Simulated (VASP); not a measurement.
# C (P6_3/mmc) in VASP: further runs

Aim: see how the results for C move with the level of theory and the settings. Levels: PBE+D3(BJ), LDA. Tasks: phonons, dielectric tensor.

Everything below comes from runs of VASP 6.6.1. Logs are shortened: lines on timing, memory, paths and dates and some standing lists are left out, and cuts for length are marked.

## (1) Starting point

Symmetry: P6_3/mmc, No. 194, hexagonal system. The conventional cell has a = 2.465 Å, b = 2.465 Å, c = 6.682 Å, α = 90.00°, β = 90.00°, γ = 120.00°. C (site symmetry -6m2) has 3 C at 1.42 Å as nearest neighbours. Around C (site symmetry -6m2) lie 3 C at 1.42 Å.

## (2) Phonons, PBE+D3(BJ)

Contents of POSCAR:

```
C
1.0
    2.4653911126     -0.0000000000      0.0000000000
   -1.2326955564      2.1350913339     -0.0000000000
    0.0000000000      0.0000000000      6.6815898888
  C
     4
Direct
     0.0000000000000000    0.0000000000000000    0.2500000000000000
     0.0000000000000000    1.0000000000000000    0.7500000000000000
     0.3333333300000021    0.6666666699999979    0.2500000000000000
     0.6666666699999979    0.3333333300000021    0.7500000000000000
```

Contents of INCAR.step1:

```
SYSTEM = C
PREC = Accurate ; ENCUT = 600
EDIFF = 1E-8 ; ISMEAR = 0
SIGMA = 0.03 ; LREAL = .False.
LASPH = .True. ; NELM = 80
ALGO = Fast ; ISIF = 3
LWAVE = .False. ; LCHARG = .False.
GGA = PE ; IVDW = 12
KPAR = 2 ; IBRION = 2
NSW = 40 ; EDIFFG = -0.002
```

Contents of INCAR.step2:

```
SYSTEM = C
PREC = Accurate ; ENCUT = 600
EDIFF = 1E-8 ; ISMEAR = 0
SIGMA = 0.03 ; LREAL = .False.
LASPH = .True. ; NELM = 80
ALGO = Fast ; ISIF = 2
LWAVE = .False. ; LCHARG = .False.
GGA = PE ; IVDW = 12
KPAR = 2 ; IBRION = 6
NFREE = 2 ; POTIM = 0.015
NSW = 1
```

Contents of KPOINTS:

```
regular mesh
0
Gamma
  12 12 4
  0 0 0
```

Potentials or basis: VASP PAW PBE potentials, release 64 (C).

Launch:

```sh
cat potpaw_PBE.64/C/POTCAR > POTCAR
cp INCAR.step1 INCAR
mpirun -np 2 vasp_std > vasp.out
cp CONTCAR POSCAR
cp INCAR.step2 INCAR
mpirun -np 2 vasp_std > vasp.out
```

OUTCAR:

```text
SYSTEM = C
   PREC = Accurate
   ENCUT = 600
   EDIFF = 1E-8
   ISMEAR = 0
   LREAL = .False.
   LASPH = .True.
   NELM = 80
   ISIF = 2
   GGA = PE
   IVDW = 12
   IBRION = 6
   NFREE = 2
   POTIM = 0.015
   NSW = 1
 IVDW          = 12

 ion  position               nearest neighbor table
   1  0.000  0.000  0.250-   3 1.42   3 1.42   3 1.42
   2  0.000  0.000  0.750-   4 1.42   4 1.42   4 1.42
   3  0.333  0.667  0.250-   1 1.42   1 1.42   1 1.42
   4  0.667  0.333  0.750-   2 1.42   2 1.42   2 1.42

  LATTYP: Found a hexagonal cell.
 ALAT       =     2.4653002547
 C/A-ratio  =     2.7029862672

  Lattice vectors:

 A1 = (   2.4653002547,   0.0000000000,   0.0000000000)
 A2 = (  -1.2326501274,   2.1350126486,   0.0000000000)
 A3 = (   0.0000000000,   0.0000000000,   6.6636727330)

Analysis of symmetry for initial positions (statically):
=====================================================================
 Subroutine PRICEL returns:
 Original cell was already a primitive cell.

 Routine SETGRP: Setting up the symmetry group for a
 hexagonal supercell.

 Subroutine GETGRP returns: Found 24 space group operations
 (whereof 12 operations were pure point group operations)
 out of a pool of 24 trial point group operations.

The static configuration has the point symmetry D_3d.
 The point group associated with its full space group is D_6h.

Analysis of symmetry for dynamics (positions and initial velocities):
=====================================================================
 Subroutine PRICEL returns:
 Original cell was already a primitive cell.

 Routine SETGRP: Setting up the symmetry group for a
 hexagonal supercell.

 Subroutine GETGRP returns: Found 24 space group operations
 (whereof 12 operations were pure point group operations)
 out of a pool of 24 trial point group operations.

The dynamic configuration has the point symmetry D_3d.
 The point group associated with its full space group is D_6h.

 Subroutine INISYM returns: Found 24 space group operations
 (whereof 12 operations are pure point group operations),
 and found     1 'primitive' translations

----------------------------------------------------------------------------------------

                                     Primitive cell

  volume of cell :      35.0739

  direct lattice vectors                    reciprocal lattice vectors
     2.465300255  0.000000000  0.000000000     0.405630105  0.234190650  0.000000000
[... 476 lines left out ...]
--------------------------------------- Ionic step        9  -------------------------------------------

 number of electron      16.0000001 magnetization

 Free energy of the ion-electron system (eV)
  ---------------------------------------------------
  ext. energy  EPLUGINS =         0.00000000
  ---------------------------------------------------
  free energy    TOTEN  =       -36.83945861 eV

  energy without entropy =      -36.83894421  energy(sigma->0) =      -36.83920141

 E-fermi :   4.7282     XC(G=0): -10.3705

 val. band max:        4.7235853601   @ k =   0.3333   0.3333   0.5000
 cond. band min:       4.7286159287   @ k =   0.3333   0.3333   0.2500
 fundamental gap:      0.0050305686
 Fermi energy:         4.7282130860

 k-point     1 :       0.0000    0.0000    0.0000
  band No.  band energies     occupation
      1     -14.9208      2.00000
      2     -14.6043      2.00000
      3      -3.8052      2.00000
      4      -1.7678      2.00000
      5       1.7186      2.00000
      6       1.7186      2.00000
      7       1.7386      2.00000
      8       1.7386      2.00000
      9       9.0810      0.00000
     10      13.0540      0.00000
     11      13.0604      0.00000
     12      13.1093      0.00000
[... 331 lines left out ...]
 k-point    24 :       0.3333    0.0000    0.2500
  band No.  band energies     occupation
      1     -12.2727      2.00000
      2     -12.0836      2.00000
      3      -4.9199      2.00000
      4      -4.8196      2.00000
      5      -1.0365      2.00000
      6      -0.9968      2.00000
      7      -0.4731      2.00000
      8       0.7567      2.00000
      9       9.3166      0.00000
     10      10.0011      0.00000
     11      12.3182      0.00000
     12      12.5050      0.00000

 [... further k-points ...]

------------------------ aborting loop because EDIFF is reached ----------------------------------------

 Edisp (eV)   -0.63052

 E8    (eV) :    -0.1788
[... 27 lines left out ...]
  FREE ENERGIE OF THE ION-ELECTRON SYSTEM (eV)
  ---------------------------------------------------
  free  energy   TOTEN  =       -37.4699814103 eV

  energy  without entropy=      -37.4694670121  energy(sigma->0) =      -37.46972421

 INTERNAL STRAIN TENSORS FROM DISPLACED ATOMS
 ============================================

 INTERNAL STRAIN TENSOR FOR ION    1 for displacements in x,y,z  (eV/Angst):
          X           Y           Z          XY          YZ          ZX
  --------------------------------------------------------------------------------
  x     0.00000    -0.00000    -0.00000    -8.54848     0.00000     0.00000
  y    -8.54848     8.54848     0.00000    -0.00000     0.00000     0.00000
  z    -0.00000     0.00000     0.00000     0.00000     0.00000    -0.00000

 INTERNAL STRAIN TENSOR FOR ION    4 for displacements in x,y,z  (eV/Angst):
          X           Y           Z          XY          YZ          ZX
  --------------------------------------------------------------------------------
  x     0.00000    -0.00000    -0.00000    -8.90036     0.00000     0.00000
  y    -8.90036     8.90036     0.00000    -0.00000     0.00000     0.00000
  z     0.00000    -0.00000    -0.00000     0.00000     0.00000     0.00000

 Eigenvectors and eigenvalues of the dynamical matrix
 ----------------------------------------------------

   1 f  =   45.559240 THz   286.257147 2PiTHz 1519.692666 cm-1   188.417792 meV
             X         Y         Z           dx          dy          dz
      0.000000  0.000000  1.665918    -0.166418    0.471517    0.000000
      0.000000  0.000000  4.997755    -0.166418    0.471517    0.000000
     -0.000000  1.423342  1.665918     0.166403   -0.471474   -0.000000
      1.232650  0.711671  4.997755     0.166403   -0.471474   -0.000000
[... 71 lines left out ...]
  12 f/i=    1.089240 THz     6.843899 2PiTHz   36.333148 cm-1     4.504734 meV
             X         Y         Z           dx          dy          dz
      0.000000  0.000000  1.665918     0.166628   -0.470762   -0.000000
      0.000000  0.000000  4.997755    -0.166628    0.470762   -0.000000
     -0.000000  1.423342  1.665918     0.167041   -0.471928   -0.000000
      1.232650  0.711671  4.997755    -0.167041    0.471928   -0.000000

 ELASTIC MODULI CONTR FROM IONIC RELAXATION (kBar)
 Direction    XX          YY          ZZ          XY          YZ          ZX
 --------------------------------------------------------------------------------
 XX        -136.8659    136.8659      0.0000      0.0000      0.0000      0.0000
 YY         136.8659   -136.8659     -0.0000      0.0000     -0.0000     -0.0000
 ZZ           0.0000     -0.0000     -0.0000     -0.0000      0.0000      0.0000
 XY           0.0000      0.0000     -0.0000   -136.8659     -0.0000     -0.0000
 YZ           0.0000     -0.0000      0.0000     -0.0000     -0.0000     -0.0000
 ZX           0.0000     -0.0000      0.0000     -0.0000     -0.0000     -0.0000
 --------------------------------------------------------------------------------
```

OUTCAR.step1:

```text
SYSTEM = C
   PREC = Accurate
   ENCUT = 600
   EDIFF = 1E-8
   ISMEAR = 0
   LREAL = .False.
   LASPH = .True.
   NELM = 80
   ISIF = 3
   GGA = PE
   IVDW = 12
[... 828 lines left out ...]
      7      -0.4726      2.00000
      8       0.7554      2.00000
      9       9.3298      0.00000
     10       9.9969      0.00000
     11      12.3151      0.00000
     12      12.5014      0.00000

 [... further k-points ...]

------------------------ aborting loop because EDIFF is reached ----------------------------------------

 Edisp (eV)   -0.63052

 E8    (eV) :    -0.1788
[... 27 lines left out ...]
  FREE ENERGIE OF THE ION-ELECTRON SYSTEM (eV)
  ---------------------------------------------------
  free  energy   TOTEN  =       -37.4720949419 eV

  energy  without entropy=      -37.4715793594  energy(sigma->0) =      -37.47183715

 reached required accuracy - stopping structural energy minimisation
```

OSZICAR.step1:

```text
N       E                     dE             d eps       ncg     rms          rms(c)
DAV:   1     0.559658119485E+02    0.55966E+02   -0.90464E+03  1368   0.138E+03
[... 80 lines left out ...]
   6 F= -.37472095E+02 E0= -.37471837E+02  d E =-.292296E-05
       N       E                     dE             d eps       ncg     rms          rms(c)
DAV:   1    -0.368415776921E+02    0.53510E-04   -0.37216E-05  1564   0.506E-02    0.379E-03
RMM:   2    -0.368415769954E+02    0.69669E-06   -0.76913E-07  1368   0.704E-03    0.209E-03
RMM:   3    -0.368415766817E+02    0.31370E-06   -0.94697E-07  1368   0.686E-03    0.445E-04
RMM:   4    -0.368415766942E+02   -0.12569E-07   -0.71311E-08  1249   0.255E-03    0.456E-04
RMM:   5    -0.368415766983E+02   -0.40814E-08   -0.14267E-08   925   0.104E-03
   7 F= -.37472095E+02 E0= -.37471837E+02  d E =-.297197E-05
```

Wall time 3.3 min (2 MPI ranks of Intel Xeon 6975P-C (Granite Rapids), shared host); peak memory 0.26 GiB.

Results:

* Relaxed volume: 8.77 Å³/atom
* Relaxed cell: a = 2.465 Å, b = 2.465 Å, c = 6.664 Å, α = 90.00°, β = 90.00°, γ = 120.00°
* Space group after relaxing (to 0.05 Å): P6_3/mmc (No. 194)
* Highest phonon frequency at Γ: 1520 cm⁻¹
* Most unstable mode: 36i cm⁻¹
* Dispersion energy per atom: -0.158 eV

Final structure:
```
CELL_PARAMETERS angstrom
2.46530 0.00000 0.00000
-1.23265 2.13501 0.00000
0.00000 0.00000 6.66367
ATOMIC_POSITIONS crystal
C 0.00000 0.00000 0.25000
C 0.00000 0.00000 0.75000
C 0.33333 0.66667 0.25000
C 0.66667 0.33333 0.75000
```

Phonon frequencies in cm⁻¹ (negative: imaginary):
```tsv
q point	frequencies
(0.000, 0.000, 0.000)	-36 -36 0 0 0 102 857 869 1517 1517 1520 1520
```

Caveat: some modes are imaginary.

## (3) Dielectric tensor, PBE+D3(BJ)

This run uses another cell than the first one, of 8.77 Å³/atom, 0.997 times its volume.

Contents of INCAR:

```
SYSTEM = C
PREC = Accurate ; ENCUT = 600
EDIFF = 1E-8 ; ISMEAR = 0
SIGMA = 0.03 ; LREAL = .False.
LASPH = .True. ; NELM = 80
ALGO = Fast ; ISIF = 2
LWAVE = .False. ; LCHARG = .False.
GGA = PE ; IVDW = 12
LEPSILON = .True. ; KPAR = 2
```

Contents of KPOINTS:

```
regular mesh
0
Gamma
  21 21 6
  0 0 0
```

Contents of POSCAR:

```
C                                       
1.0
    2.4653002547      0.0000000000      0.0000000000
   -1.2326501274      2.1350126486     -0.0000000000
   -0.0000000000      0.0000000000      6.6636727330
  C             
     4
Direct
     0.0000000000000000    0.0000000000000000    0.2500000000000000
     0.0000000000000000    0.0000000000000000    0.7500000000000000
     0.3333333300000021    0.6666666699999979    0.2500000000000000
     0.6666666699999979    0.3333333300000021    0.7500000000000000
```

Potentials or basis: VASP PAW PBE potentials, release 64 (C).

Launch:

```sh
cat potpaw_PBE.64/C/POTCAR > POTCAR
mpirun -np 2 vasp_std > vasp.out
```

OUTCAR:

```text
SYSTEM = C
   PREC = Accurate
   ENCUT = 600
   EDIFF = 1E-8
   ISMEAR = 0
   LREAL = .False.
   LASPH = .True.
   NELM = 80
   ISIF = 2
   GGA = PE
   IVDW = 12
   LEPSILON = .True.
 IVDW          = 12

 ion  position               nearest neighbor table
   1  0.000  0.000  0.250-   3 1.42   3 1.42   3 1.42
   2  0.000  0.000  0.750-   4 1.42   4 1.42   4 1.42
   3  0.333  0.667  0.250-   1 1.42   1 1.42   1 1.42
   4  0.667  0.333  0.750-   2 1.42   2 1.42   2 1.42

  LATTYP: Found a hexagonal cell.
 ALAT       =     2.4653002547
 C/A-ratio  =     2.7029862672

  Lattice vectors:

 A1 = (   2.4653002547,   0.0000000000,   0.0000000000)
 A2 = (  -1.2326501274,   2.1350126486,   0.0000000000)
 A3 = (   0.0000000000,   0.0000000000,   6.6636727330)

Analysis of symmetry for initial positions (statically):
=====================================================================
 Subroutine PRICEL returns:
 Original cell was already a primitive cell.

 Routine SETGRP: Setting up the symmetry group for a
 hexagonal supercell.

 Subroutine GETGRP returns: Found 24 space group operations
 (whereof 12 operations were pure point group operations)
 out of a pool of 24 trial point group operations.

The static configuration has the point symmetry D_3d.
 The point group associated with its full space group is D_6h.

Analysis of symmetry for dynamics (positions and initial velocities):
=====================================================================
 Subroutine PRICEL returns:
 Original cell was already a primitive cell.

 Routine SETGRP: Setting up the symmetry group for a
 hexagonal supercell.

 Subroutine GETGRP returns: Found 24 space group operations
 (whereof 12 operations were pure point group operations)
 out of a pool of 24 trial point group operations.
[... 552 lines left out ...]
 ------------------------------------------------------
       17894.759282    -0.000000     0.000000
          -0.000000 17894.759283     0.000000
           0.000000    -0.000000     3.457834
 ------------------------------------------------------

 Free energy of the ion-electron system (eV)
  ---------------------------------------------------
  ---------------------------------------------------
  free energy    TOTEN  =     -1743.90407651 eV

  energy without entropy =    -1743.90407651

------------------------ aborting loop because EDIFF is reached ----------------------------------------

 Edisp (eV)   -0.63052

 E8    (eV) :    -0.1788
[... 7 lines left out ...]
 E8    (eV) :    -0.1788

--------------------------------------- Ionic step        3  -------------------------------------------

 Free energy of the ion-electron system (eV)
  ---------------------------------------------------
  ---------------------------------------------------
  free energy    TOTEN  =        -0.22005271 eV

  energy without entropy =       -0.22005271

------------------------ aborting loop because EDIFF is reached ----------------------------------------

 Edisp (eV)   -0.63052

 E8    (eV) :    -0.1788

 PIEZOELECTRIC TENSOR FIELD DIRECTION 3  (e Angst)
 -----------------------------------------------------------------------------
    -0.00090 -0.00000  0.00000           ( -0.00000  0.00000  0.00000)
    -0.00000 -0.00090  0.00000           (  0.00000 -0.00000  0.00000)
     0.00000 -0.00000  0.00243           (  0.00000  0.00000 -0.00000)

 PIEZOELECTRIC TENSOR FIELD DIRECTION 3  (C/m^2)
 -----------------------------------------------------------------------------
    -0.00041 -0.00000  0.00000
    -0.00000 -0.00041  0.00000
     0.00000 -0.00000  0.00111

 MACROSCOPIC STATIC DIELECTRIC TENSOR (including local field effects in DFT)
 ------------------------------------------------------
       17880.756586    -0.000000    -0.000000
          -0.000000 17880.756588     0.000000
          -0.000000     0.000000     3.087884
 ------------------------------------------------------

 PIEZOELECTRIC TENSOR (including local field effects)  for field in x, y, z        (e  Angst)
          XX          YY          ZZ          XY          YZ          ZX
  --------------------------------------------------------------------------------
  x     0.00000     0.00000     0.00000     0.00000     0.00000     0.00000
  y     0.00000     0.00000     0.00000     0.00000     0.00000     0.00000
  z     0.00000     0.00000     0.00000     0.00000     0.00000     0.00000

 PIEZOELECTRIC TENSOR (including local field effects)  for field in x, y, z        (C/m^2)
          XX          YY          ZZ          XY          YZ          ZX
  --------------------------------------------------------------------------------
  x     0.00000     0.00000     0.00000     0.00000     0.00000     0.00000
  y     0.00000     0.00000     0.00000     0.00000     0.00000     0.00000
  z     0.00000     0.00000     0.00000     0.00000     0.00000     0.00000

 BORN EFFECTIVE CHARGES (including local field effects) (in |e|, cummulative output)
 ---------------------------------------------------------------------------------
 ion    1
    1   -36.99216     0.00000     0.00000
    2     0.00000   -36.99216     0.00000
    3    -0.00000     0.00000     0.06585
 ion    2
    1   -36.99216     0.00000     0.00000
    2     0.00000   -36.99216     0.00000
    3     0.00000    -0.00000     0.06585
 ion    3
    1    36.99216    -0.00000     0.00000
    2    -0.00000    36.99216     0.00000
    3    -0.00000     0.00000    -0.06585
 ion    4
    1    36.99216    -0.00000     0.00000
    2    -0.00000    36.99216     0.00000
    3    -0.00000    -0.00000    -0.06585
```

stdout:

```text
POSCAR found type information on POSCAR C
 POSCAR found :  1 types and       4 ions
 scaLAPACK will be used
 LDA part: xc-table for (Slater+PW92), standard interpolation
 POSCAR, INCAR and KPOINTS ok, starting setup
 FFT: planning ... GRIDC
 FFT: planning ... GRID_SOFT
 FFT: planning ... GRID
 WAVECAR not read
 entering main loop
 Linear response reoptimize wavefunctions to high precision
 Linear response G [H, r] |phi>, progress :
  Direction:   1
 Linear response G [H, r] |phi>, progress :
  Direction:   2
 Linear response G [H, r] |phi>, progress :
  Direction:   3
 Linear response to external field (no local field effect), progress :
  Direction:   1
 dielectric tensor                  component  1 : 17904.654     6.296    -1.184
 Linear response to external field (no local field effect), progress :
  Direction:   2
 dielectric tensor                  component  2 :     6.297 17884.864    -0.597
 Linear response to external field (no local field effect), progress :
  Direction:   3
 dielectric tensor                  component  3 :    -1.184    -0.597     3.458
 Linear response to external field, progress :
  Direction:   1
 dielectric tensor                  component  1 : 17890.341     0.929    -0.047
 Linear response to external field, progress :
  Direction:   2
 dielectric tensor                  component  2 :     0.985 17871.172    -0.940
 Linear response to external field, progress :
  Direction:   3
 dielectric tensor                  component  3 :    -1.183    -0.596     3.088
 Born effective charges drift removed
```

It took 5.6 min on 2 MPI ranks of Intel Xeon 6975P-C (Granite Rapids), shared host; peak memory 0.59 GiB.

What came out:

```yaml
Band_gap_on_the_k_mesh: none (metal or under the smearing width)
Electronic_dielectric_tensor_diagonal: 17880.76, 17880.76, 3.09
Born_charges_mean_of_the_diagonal: C -24.64, +24.64 e
Dispersion_energy_per_atom: -0.158 eV
```

Levels at points of the mesh, in eV from the Fermi level:
```
           k point  band 5  band 6  band 7  band 8  band 9  band 10  band 11  band 12
(0.00, 0.00, 0.00)   -3.01   -3.01   -2.99   -2.99    4.35     8.33     8.33     8.38
(0.00, 0.00, 0.50)   -3.00   -3.00   -3.00   -3.00    7.05     7.05     8.35     8.35
```

Electronic dielectric tensor:
```
17880.76     0.00     0.00
    0.00 17880.76     0.00
    0.00     0.00     3.09
```

Born effective charge tensors (e):
atom 1, C
```
-36.99   0.00   0.00
  0.00 -36.99   0.00
  0.00   0.00   0.07
```
atom 2, C
```
-36.99   0.00   0.00
  0.00 -36.99   0.00
  0.00   0.00   0.07
```
atom 3, C
```
36.99  0.00  0.00
 0.00 36.99  0.00
 0.00  0.00 -0.07
```
atom 4, C
```
36.99  0.00  0.00
 0.00 36.99  0.00
 0.00  0.00 -0.07
```

(Continued in part 2 of 2.)
